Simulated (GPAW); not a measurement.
In:

```
In
1.0
     3.36384    0.00000    0.00000
    -1.68192    2.91317    0.00000
     0.00000    0.00000   10.79971
In
4
Direct
  0.66667 0.33333 0.75000
  0.00000 0.00000 0.50000
  0.33333 0.66667 0.25000
  0.00000 0.00000 0.00000
```

This isn't the form of In at room conditions, which is tetragonal.

Base run:

- Program: GPAW 26.7.0
- Functional: PBEsol
- Potentials or basis: PAW data sets generated in the run's folder for this functional
- Cutoff: 600 eV
- Basis: pw
- k mesh: 9 × 9 × 3
- Occupations: fermi-dirac, width 0.05 eV
- Spin: no spin polarisation

Its results: pressure -1.6 GPa.

Q: The run is repeated on the same cell with these changes: k mesh from 9 × 9 × 3 to 6 × 6 × 2. What comes out?

A: Pressure -2.0 GPa.

Not every run made on this cell is shown here.
